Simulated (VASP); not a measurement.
# CdSe (Cadmoselite) (P6_3mc) in VASP: notebook, part 2 of 3

VASP 6.6.1. The steps go on from the part before.

## (3) Single point, r2SCAN

This run uses another cell than the first one, of 29.79 Å³/atom, 1.019 times its volume.

The input, POSCAR:

```
CdSe
1.0
    4.3843351364      0.0000000000      0.0000000000
   -2.1921675682      3.7969456069      0.0000000000
    0.0000000000      0.0000000000      7.1576820134
Cd Se
2 2
Direct
    0.6666666667      0.3333333333      0.5000000000
    0.3333333333      0.6666666667      0.0000000000
    0.6666666667      0.3333333333      0.8850000000
    0.3333333333      0.6666666667      0.3850000000
```

The input, INCAR.step1:

```
SYSTEM = CdSe
  PREC = Accurate
  ENCUT = 520
  ISMEAR = -1
  SIGMA = 0.05
  LREAL = .FALSE.
  LASPH = .TRUE.
  NELM = 80
  NBANDS = 26
  GGA = PE
  ALGO = Normal
  EDIFF = 1E-4
  LWAVE = .TRUE.
  LCHARG = .FALSE.
```

The input, INCAR.step2:

```
SYSTEM = CdSe
  PREC = Accurate
  ENCUT = 520
  EDIFF = 1E-6
  ISMEAR = -1
  SIGMA = 0.05
  LREAL = .FALSE.
  LASPH = .TRUE.
  NELM = 80
  ALGO = Normal
  ISIF = 2
  LWAVE = .FALSE.
  LCHARG = .FALSE.
  METAGGA = R2SCAN
  LMIXTAU = .TRUE.
  NBANDS = 26
  ISTART = 1
```

The input, KPOINTS:

```
regular mesh
0
G
  7 7 4
  0 0 0
```

Potentials or basis: VASP PAW PBE potentials, release 64 (Cd, Se).

Started as:

```
$ cat potpaw_PBE.64/Cd/POTCAR potpaw_PBE.64/Se/POTCAR > POTCAR
$ cp INCAR.step1 INCAR
$ mpirun -np 1 vasp_std > vasp.out
$ cp INCAR.step2 INCAR
$ mpirun -np 1 vasp_std > vasp.out
```

OUTCAR:

```text
SYSTEM = CdSe
   PREC = Accurate
   ENCUT = 520
   EDIFF = 1E-6
   ISMEAR = -1
   LREAL = .FALSE.
   LASPH = .TRUE.
   NELM = 80
   ISIF = 2
   METAGGA = R2SCAN
   ISTART = 1

 ion  position               nearest neighbor table
   1  0.667  0.333  0.500-   4 2.66   4 2.66   4 2.66   3 2.76
   2  0.333  0.667  0.000-   3 2.66   3 2.66   3 2.66   4 2.76
   3  0.667  0.333  0.885-   2 2.66   2 2.66   2 2.66   1 2.76
   4  0.333  0.667  0.385-   1 2.66   1 2.66   1 2.66   2 2.76

  LATTYP: Found a hexagonal cell.
 ALAT       =     4.3843351364
 C/A-ratio  =     1.6325581395

  Lattice vectors:

 A1 = (   4.3843351364,   0.0000000000,   0.0000000000)
 A2 = (  -2.1921675682,   3.7969456069,   0.0000000000)
 A3 = (   0.0000000000,   0.0000000000,   7.1576820134)

Analysis of symmetry for initial positions (statically):
=====================================================================
 Subroutine PRICEL returns:
 Original cell was already a primitive cell.

 Routine SETGRP: Setting up the symmetry group for a
 hexagonal supercell.

 Subroutine GETGRP returns: Found 12 space group operations
 (whereof  6 operations were pure point group operations)
 out of a pool of 24 trial point group operations.

The static configuration has the point symmetry C_3v.
 The point group associated with its full space group is C_6v.

Analysis of symmetry for dynamics (positions and initial velocities):
=====================================================================
 Subroutine PRICEL returns:
 Original cell was already a primitive cell.

 Routine SETGRP: Setting up the symmetry group for a
 hexagonal supercell.

 Subroutine GETGRP returns: Found 12 space group operations
[... 120 lines left out ...]
   EMIN   =  10.00;   EMAX   =-10.00  energy-range for DOS
   EFERMI =   0.00;   METHOD = LEGACY
   ISMEAR =    -1;   SIGMA  =   0.05  broadening in eV -4-tet -1-fermi 0-gaus
   EFERMI_NEDOS =   21; number of points for ismear=-14 and -15
   IALGO  =     38    algorithm
   IMIX   =      4    mixing-type and parameters
     AMIX     =   0.40;   BMIX     =  1.00
     AMIX_MAG =   1.60;   BMIX_MAG =  1.00
  volume/ion in A,a.u.               =      29.79       201.02
  Fermi-wavevector in a.u.,A,eV,Ry     =   1.098514  2.075890 16.418591  1.206732
  Thomas-Fermi vector in A             =   2.234893
   LORBIT       =      0    0 simple, 1 ext, 2 COOP (PROOUT), +10 PAW based schemes
   METAGGA = R2SCAN    functional components
   LHFCALC =     F    Hartree Fock is set to
   AEXX    =    0.0000 exact exchange contribution
   IVDW    =     0    specifies the selected vdW correction
   LEPSILON=     F    determine dielectric tensor
   LRPA    =     F    only Hartree local field effects (RPA)
 non-spin polarized calculation
  energy-cutoff  :      520.00
  volume of cell :      119.15
 maximum number of plane-waves:      3230
 NGX is ok and might be reduce to    36
   NGX = 17   NGY = 17   NGZ = 27

 number of electron      36.0000014 magnetization

 Free energy of the ion-electron system (eV)
  ---------------------------------------------------
  ext. energy  EPLUGINS =         0.00000000
  ---------------------------------------------------
  free energy    TOTEN  =       -71.80347684 eV

  energy without entropy =      -71.80347612  energy(sigma->0) =      -71.80347648

 E-fermi :   0.7522     XC(G=0):  -9.1471

 val. band max:        0.1952982669   @ k =   0.0000   0.0000   0.0000
 cond. band min:       1.2388491939   @ k =   0.0000   0.0000   0.0000
 fundamental gap:      1.0435509271
 Fermi energy:         0.7521806103

 k-point     1 :       0.0000    0.0000    0.0000
  band No.  band energies     occupation
      1     -12.5070      2.00000
      2     -12.1822      2.00000
      3      -7.7990      2.00000
      4      -7.7990      2.00000
      5      -7.7471      2.00000
      6      -7.7471      2.00000
[... 685 lines left out ...]
     25       8.6976      0.00000
     26       8.6976      0.00000

------------------------ aborting loop because EDIFF is reached ----------------------------------------

  FORCE on cell =-STRESS in cart. coord.  units (eV):
  Direction    XX          YY          ZZ          XY          YZ          ZX
  --------------------------------------------------------------------------------------
  -------------------------------------------------------------------------------------
  Total       -0.5459790     -0.5459790     -1.6069477      0.0000000      0.0000000      0.0000000
  in kB       -7.3413511     -7.3413511    -21.6073643      0.0000000      0.0000000      0.0000000
  external PRESSURE =     -12.0966888 kB  Pullay stress =       0.0000000 kB

 VOLUME and BASIS-vectors are now :
 -----------------------------------------------------------------------------
  energy-cutoff  :      520.00
  volume of cell :      119.15
      direct lattice vectors                 reciprocal lattice vectors
     4.384335136  0.000000000  0.000000000     0.228084754  0.131684794  0.000000000
    -2.192167568  3.796945607  0.000000000     0.000000000  0.263369588  0.000000000
     0.000000000  0.000000000  7.157682013     0.000000000  0.000000000  0.139710034

 POSITION                                       TOTAL-FORCE (eV/Angst)
 -----------------------------------------------------------------------------------
      2.19217      1.26565      3.57884         0.000000     -0.000000      0.227987
     -0.00000      2.53130      0.00000        -0.000000      0.000000      0.227987
      2.19217      1.26565      6.33455         0.000000      0.000000     -0.227987
     -0.00000      2.53130      2.75571         0.000000      0.000000     -0.227987
 -----------------------------------------------------------------------------------
    total drift:                               -0.000000      0.000000      0.003182

  FREE ENERGIE OF THE ION-ELECTRON SYSTEM (eV)
  ---------------------------------------------------
  free  energy   TOTEN  =       -71.8034768389 eV

  energy  without entropy=      -71.8034761195  energy(sigma->0) =      -71.80347648
```

OUTCAR.step1:

```text
SYSTEM = CdSe
   PREC = Accurate
   ENCUT = 520
   ISMEAR = -1
   LREAL = .FALSE.
   LASPH = .TRUE.
   NELM = 80
[... 923 lines left out ...]
     -0.00000      2.53130      0.00000         0.000000     -0.000000      0.233895
      2.19217      1.26565      6.33455         0.000000      0.000000     -0.233895
     -0.00000      2.53130      2.75571         0.000000     -0.000000     -0.233895
 -----------------------------------------------------------------------------------
    total drift:                               -0.000000      0.000000      0.000518

  FREE ENERGIE OF THE ION-ELECTRON SYSTEM (eV)
  ---------------------------------------------------
  free  energy   TOTEN  =       -10.9772960189 eV

  energy  without entropy=      -10.9772474261  energy(sigma->0) =      -10.97727172
```

Wall time 2.3 min (1 thread of Intel Xeon Platinum 8559C (Emerald Rapids), shared host); peak memory 0.3 GiB.

Results:

* Free energy: -71.8035 eV
* Pressure: -1.2 GPa
* Largest force: 0.228 eV/Å
* Band gap on the k mesh: 1.04 eV, direct

Forces in eV/Å, atoms in the order of the input:
```
Cd   0.000  0.000  0.228
Cd   0.000  0.000  0.228
Se   0.000  0.000 -0.228
Se   0.000  0.000 -0.228
```

Caveat: the PAW data sets were made with another functional, which shifts forces and pressure a little.

## (4) Single point, r2SCAN0

This run uses another cell than the first one, of 28.10 Å³/atom, 0.962 times its volume.

The input, POSCAR:

```
CdSe
1.0
    4.3000000000      0.0000000000      0.0000000000
   -2.1500000000      3.7239092363      0.0000000000
    0.0000000000      0.0000000000      7.0200000000
Cd Se
2 2
Direct
    0.6666666667      0.3333333333      0.5000000000
    0.3333333333      0.6666666667      0.0000000000
    0.6666666667      0.3333333333      0.8850000000
    0.3333333333      0.6666666667      0.3850000000
```

The input, INCAR.step1:

```
SYSTEM = CdSe
PREC = Accurate ; ENCUT = 520
EDIFF = 1E-5 ; ISMEAR = -1
SIGMA = 0.05 ; LREAL = .FALSE.
LASPH = .TRUE. ; NELM = 80
ALGO = Normal ; ISIF = 2
LWAVE = .TRUE. ; LCHARG = .FALSE.
GGA = PE ; NBANDS = 26
LUSENCCL = .FALSE.
```

The input, INCAR.step2:

```
SYSTEM = CdSe
PREC = Accurate ; ENCUT = 520
EDIFF = 1E-6 ; ISMEAR = -1
SIGMA = 0.05 ; LREAL = .FALSE.
LASPH = .TRUE. ; NELM = 80
ALGO = Normal ; ISIF = 2
LWAVE = .FALSE. ; LCHARG = .FALSE.
METAGGA = R2SCAN ; LHFCALC = .TRUE.
AEXX = 0.25 ; LMIXTAU = .TRUE.
PRECFOCK = Normal ; ISTART = 1
NBANDS = 26 ; LUSENCCL = .FALSE.
```

The input, KPOINTS:

```
Automatic mesh
0
G
  4 4 2
  0 0 0
```

Started as:

```
$ cat potpaw_PBE.64/Cd/POTCAR potpaw_PBE.64/Se/POTCAR > POTCAR
$ cp INCAR.step1 INCAR
$ mpirun -np 1 vasp_std > vasp.out
$ cp INCAR.step2 INCAR
$ mpirun -np 1 vasp_std > vasp.out
```

Wall time 6.7 min (1 × NVIDIA H100 80GB with 1 thread of AMD EPYC 7R13 (Zen 3), shared host); peak memory 1.2 GiB.

It converged, with:

| Property | Result |
| --- | --- |
| Free energy | -60.8648 eV |
| Pressure | 1.1 GPa |
| Largest force | 0.295 eV/Å |
| Band gap on the k mesh | 2.64 eV, direct |

Forces on the atoms (eV/Å):
```
Cd   0.000  0.000  0.295
Cd   0.000  0.000  0.295
Se   0.000  0.000 -0.295
Se   0.000  0.000 -0.295
```

Stress tensor (GPa, compression positive):
```
 1.85  0.00  0.00
 0.00  1.85  0.00
 0.00  0.00 -0.45
```

Levels at points of the mesh, in eV from the valence-band top:
```csv
k point,band 16,band 17,band 18,band 19,band 20,band 21
"(0.00, 0.00, 0.00)",-0.01,0.00,0.00,2.64,4.12,7.99
"(0.50, 0.00, 0.00)",-2.03,-1.34,-0.90,5.18,5.28,6.58
"(0.00, 0.00, 0.50)",-0.41,-0.41,-0.41,4.33,4.33,7.88
"(0.50, 0.00, 0.50)",-1.50,-1.40,-1.40,4.88,4.88,6.77
```

Caveat: the k points lie up to 0.45 Å⁻¹ apart; the PAW data sets were made with another functional, which shifts forces and pressure a little.

## (5) Single point, revPBE+D3(BJ)

This run uses another cell than the first one, of 26.42 Å³/atom, 0.904 times its volume.

The input, INCAR:

```
ALGO = Normal
EDIFF = 1E-6
ENCUT = 520
GGA = RE
ISIF = 2
ISMEAR = -1
IVDW = 12
LASPH = T
LCHARG = F
LREAL = F
LWAVE = F
NBANDS = 26
NELM = 80
PREC = Accurate
SIGMA = 0.05
```

The input, KPOINTS:

```
k-points
0
Gamma
  7 7 4
```

The input, POSCAR:

```
CdSe
1.0
    4.2122202675      0.0000000000      0.0000000000
   -2.1061101337      3.6478897580      0.0000000000
    0.0000000000      0.0000000000      6.8766944832
Cd Se
2 2
Direct
    0.6666666667      0.3333333333      0.5000000000
    0.3333333333      0.6666666667      0.0000000000
    0.6666666667      0.3333333333      0.8850000000
    0.3333333333      0.6666666667      0.3850000000
```

Started as:

```
$ cat potpaw_PBE.64/Cd/POTCAR potpaw_PBE.64/Se/POTCAR > POTCAR
$ mpirun -np 1 vasp_std > vasp.out
```

It took 25 s on 1 thread of Intel Xeon 6975P-C (Granite Rapids), shared host; peak memory 0.26 GiB.

The run converged. Its results:

```yaml
Free_energy: -12.0659 eV
Pressure: 4.5 GPa
Largest_force: 0.371 eV/Å
Band_gap_on_the_k_mesh: 0.96 eV, direct
Dispersion_energy_per_atom: -0.658 eV
```

Forces in eV/Å, atoms in the order of the input:
```
Cd   0.000  0.000  0.371
Cd   0.000  0.000  0.371
Se   0.000  0.000 -0.371
Se   0.000  0.000 -0.371
```

Stress tensor (GPa, compression positive):
```
5.53 0.00 0.00
0.00 5.53 0.00
0.00 0.00 2.49
```

Levels at points of the mesh, in eV from the valence-band top:
| k point | band 14 | band 15 | band 16 | band 17 | band 18 | band 19 | band 20 | band 21 | band 22 | band 23 |
| --- | --- | --- | --- | --- | --- | --- | --- | --- | --- | --- |
| (0.00, 0.00, 0.00) | -0.80 | -0.80 | -0.03 | 0.00 | 0.00 | 0.96 | 2.27 | 5.92 | 5.92 | 6.19 |
| (0.00, 0.00, 0.50) | -2.70 | -0.42 | -0.42 | -0.42 | -0.42 | 2.55 | 2.55 | 6.02 | 6.02 | 6.31 |

Caveat: the PAW data sets were made with another functional, which shifts forces and pressure a little.

(Continued in part 3 of 3.)
